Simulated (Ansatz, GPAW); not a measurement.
This is a calculation of CoO for Ansatz 0.2.0. 

Contents of input.yaml:

```yaml
crystal:
  lattice:
    - [0.0, 2.1315, 2.1315]
    - [2.1315, 0.0, 2.1315]
    - [2.1315, 2.1315, 0.0]
  atoms:
    - { symbol: Co, position: [0.0, 0.0, 0.0], spin: 2.0 }
    - { symbol: O, position: [0.5, 0.5, 0.5] }
kpoints:
  mp_grid: { grid: [11, 11, 11] }
scf:
  occupations: { method: gaussian, width: 0.025 }
hamiltonian:
  xc: pbe
  pseudopotentials: { kind: all_electron, lapw: { basis_error: 0.001 } }
magnetization:
  spin_polarized: true
output:
  forces: true
  stress: true
  eigenvalues: true
```

Potentials or basis: all-electron LAPW, scalar-relativistic.

The run is started by

```sh
$ ansatz run input.yaml --threads 2 --pin off --max-ram 6144MiB --backend cpu --events-out ev --progress --plain --runs-dir out
```

**Question.** Set up the same calculation for GPAW 26.7.0 (ASE script). Potentials or basis there: GPAW PAW data sets (gpaw-data 1.2.1), cutoff 800 eV.

**Answer.** As run (cutoffs and basis follow the program's own potentials, and thresholds, step limits or extra output files can differ):

File run.py:

```python
from ase import Atoms
from ase.dft.bandgap import bandgap
from ase.io import write
from ase.units import Bohr, GPa
from gpaw import GPAW, PW
from gpaw.elf import elf_from_dft_calculation

atoms = Atoms(['Co', 'O'],
              cell=[[0.0, 2.1315, 2.1315],
                    [2.1315, 0.0, 2.1315],
                    [2.1315, 2.1315, 0.0]],
              scaled_positions=[[0.0, 0.0, 0.0],
                                [0.5, 0.5, 0.5]],
              pbc=True)
atoms.set_initial_magnetic_moments([2.0, 0.0])

calc = GPAW(mode=PW(800),
            xc='PBE',
            kpts={'size': (11, 11, 11), 'gamma': True},
            occupations={'name': 'methfessel-paxton', 'order': 0, 'width': 0.025},
            nbands=17,
            convergence={'density': 1e-05, 'energy': 1e-05},
            maxiter=150,
            txt='gpaw.txt')
atoms.calc = calc
energy = atoms.get_potential_energy()
forces = atoms.get_forces()
stress = atoms.get_stress()
calc.write('gs.gpw')
write('result.traj', atoms)
print(f'Energy: {energy:.6f} eV')
print('Forces (eV/A):')
print(forces.round(4))
print('Stress (GPa):', (stress / GPa).round(3))
print('Moments:', calc.get_magnetic_moments().round(3))
print('Fermi level:', round(calc.get_fermi_level(), 4), 'eV')
print(f'Gap: {bandgap(calc)[0]:.4f} eV, direct: {bandgap(calc, direct=True)[0]:.4f} eV')

# fields on the real-space grid
write('density.cube', atoms, data=calc.get_pseudo_density() * Bohr**3)
write('potential.cube', atoms, data=calc.get_electrostatic_potential())
write('spin.cube', atoms, data=(calc.get_pseudo_density(spin=0) - calc.get_pseudo_density(spin=1)) * Bohr**3)
write('elf.cube', atoms, data=elf_from_dft_calculation(calc).data)
```

Potentials or basis: GPAW PAW data sets (gpaw-data 1.2.1), pw.

Launch:

```console
$ OMP_NUM_THREADS=1 python run.py
```

Both were run:

|  | Ansatz | GPAW |
| --- | --- | --- |
| Pressure | -1.7 GPa | -1.1 GPa |
| Net moment | 2.98 μB per cell | 2.98 μB per cell |

Where Ansatz's input types no cutoff or centring, it takes its own default and a Γ-centred mesh.

The magnetic state is the one that the start led to; the real crystal's order can differ.

Pressure is positive in compression.
